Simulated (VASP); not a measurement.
# Ta (Im-3m) in VASP: a series of runs, part 2 of 2

VASP 6.6.1.

### Step 4. Vibrations by finite differences, PBE

This run uses another cell than the first one, of 18.32 Å³/atom, 1.017 times its volume.

INCAR reads:

```
SYSTEM = Ta
PREC = Accurate
ENCUT = 520
EDIFF = 1E-8
ISMEAR = 0
SIGMA = 0.3
LREAL = .False.
LASPH = .True.
NELM = 100
ALGO = Normal
ISIF = 3
LWAVE = .False.
LCHARG = .False.
GGA = PE
NBANDS = 12
IBRION = 6
NFREE = 2
POTIM = 0.015
NSW = 1
```

KPOINTS reads:

```
Automatic mesh
0
Gamma
  18 18 18
  0 0 0
```

POSCAR reads:

```
Ta                                      
1.0
   -1.6606147839      1.6606147839      1.6606147839
    1.6606147839     -1.6606147839      1.6606147839
    1.6606147839      1.6606147839     -1.6606147839
  Ta            
     1
Direct
     0.0000000000000000    0.0000000000000000    0.0000000000000000
```

Potentials or basis: VASP PAW PBE potentials, release 64 (Ta_pv).

Command:

```sh
$ cat potpaw_PBE.64/Ta_pv/POTCAR > POTCAR
$ mpirun -np 1 vasp_std > vasp.out
```

OUTCAR:

```text
SYSTEM = Ta
   PREC = Accurate
   ENCUT = 520
   EDIFF = 1E-8
   ISMEAR = 0
   LREAL = .False.
   LASPH = .True.
   NELM = 100
   ISIF = 3
   GGA = PE
   IBRION = 6
   NFREE = 2
   POTIM = 0.015
   NSW = 1

 ion  position               nearest neighbor table
   1  0.000  0.000  0.000-

  LATTYP: Found a body centered cubic cell.
 ALAT       =     3.3212295678

  Lattice vectors:

 A1 = (  -1.6606147839,   1.6606147839,   1.6606147839)
 A2 = (   1.6606147839,  -1.6606147839,   1.6606147839)
 A3 = (   1.6606147839,   1.6606147839,  -1.6606147839)

Analysis of symmetry for initial positions (statically):
[... 769 lines left out ...]
  y    -0.00000    -0.00000     0.00000    -0.00000    -0.00000    -0.00000
  z     0.00000     0.00000    -0.00000     0.00000    -0.00000     0.00000

 INTERNAL STRAIN TENSORS FROM DISPLACED ATOMS
 ============================================

 INTERNAL STRAIN TENSOR FOR ION    1 for displacements in x,y,z  (eV/Angst):
          X           Y           Z          XY          YZ          ZX
  --------------------------------------------------------------------------------
  x     0.00000     0.00000     0.00000     0.00000     0.00000     0.00000
  y     0.00000     0.00000     0.00000     0.00000     0.00000     0.00000
  z     0.00000     0.00000     0.00000     0.00000     0.00000     0.00000

 Eigenvectors and eigenvalues of the dynamical matrix
 ----------------------------------------------------

   1 f  =    0.000000 THz     0.000000 2PiTHz    0.000000 cm-1     0.000000 meV
             X         Y         Z           dx          dy          dz
      0.000000  0.000000  0.000000     1.000000    0.000000    0.000000

   2 f  =    0.000000 THz     0.000000 2PiTHz    0.000000 cm-1     0.000000 meV
             X         Y         Z           dx          dy          dz
      0.000000  0.000000  0.000000     0.000000    1.000000    0.000000

   3 f  =    0.000000 THz     0.000000 2PiTHz    0.000000 cm-1     0.000000 meV
             X         Y         Z           dx          dy          dz
      0.000000  0.000000  0.000000     0.000000    0.000000    1.000000

--------------------------------------------------------------------------------------------------------

 ELASTIC MODULI CONTR FROM IONIC RELAXATION (kBar)
 Direction    XX          YY          ZZ          XY          YZ          ZX
 --------------------------------------------------------------------------------
 XX           0.0000      0.0000      0.0000      0.0000      0.0000      0.0000
 YY           0.0000      0.0000      0.0000      0.0000      0.0000      0.0000
 ZZ           0.0000      0.0000      0.0000      0.0000      0.0000      0.0000
 XY           0.0000      0.0000      0.0000      0.0000      0.0000      0.0000
 YZ           0.0000      0.0000      0.0000      0.0000      0.0000      0.0000
 ZX           0.0000      0.0000      0.0000      0.0000      0.0000      0.0000
 --------------------------------------------------------------------------------

 TOTAL ELASTIC MODULI (kBar)
 Direction    XX          YY          ZZ          XY          YZ          ZX
 --------------------------------------------------------------------------------
 XX        2619.8679   1607.0912   1607.0912     -0.0000     -0.0000     -0.0000
 YY        1607.0912   2619.8679   1607.0912     -0.0000     -0.0000      0.0000
 ZZ        1607.0912   1607.0912   2619.8679     -0.0000      0.0000      0.0000
 XY          -0.0000     -0.0000     -0.0000    703.7881      0.0000      0.0000
 YZ          -0.0000     -0.0000      0.0000      0.0000    703.7881      0.0000
 ZX          -0.0000      0.0000      0.0000      0.0000      0.0000    703.7881
 --------------------------------------------------------------------------------
```

stdout:

```text
POSCAR found type information on POSCAR Ta
 POSCAR found :  1 types and       1 ions
 scaLAPACK will be used
 LDA part: xc-table for (Slater+PW92), standard interpolation
 POSCAR, INCAR and KPOINTS ok, starting setup
 FFT: planning ... GRIDC
 FFT: planning ... GRID_SOFT
 FFT: planning ... GRID
 WAVECAR not read
 entering main loop
 Found     1 degrees of freedom:
 Adding 6 more for cell shape distortion
 Finite differences POTIM= 0.01500 DOF=   7
 bond charge predicted
 Finite differences progress:
 bond charge predicted
 Finite differences progress:
 bond charge predicted
 Finite differences progress:
 bond charge predicted
 Finite differences progress:
 bond charge predicted
 Finite differences progress:
 bond charge predicted
 Finite differences progress:
 bond charge predicted
 Finite differences progress:
 bond charge predicted
 Finite differences progress:
 bond charge predicted
 Finite differences progress:
 bond charge predicted
 Finite differences progress:
 bond charge predicted
 Finite differences progress:
 bond charge predicted
 Finite differences progress:
 bond charge predicted
 Finite differences progress:
 bond charge predicted
 Finite differences progress:
```

Run time: 15 min. Hardware: 1 thread of Intel Xeon Platinum 8259CL at 2.50GHz (Skylake/Cascade Lake), shared host; peak memory 0.67 GiB.

Results:

```
Elastic constants C11, C12, C44 : 262, 161, 70 GPa
Voigt bulk modulus              : 194 GPa
```

Elastic tensor in Voigt notation (GPa, in the Cartesian axes of the cell as first typed):
```
262 161 161   0   0   0
161 262 161   0   0   0
161 161 262   0   0   0
  0   0   0  70   0   0
  0   0   0   0  70   0
  0   0   0   0   0  70
```

Clamped-ion elastic tensor (GPa):
```
262 161 161   0   0   0
161 262 161   0   0   0
161 161 262   0   0   0
  0   0   0  70   0   0
  0   0   0   0  70   0
  0   0   0   0   0  70
```

The run has no spin-orbit coupling, so splittings on Ta are missing.
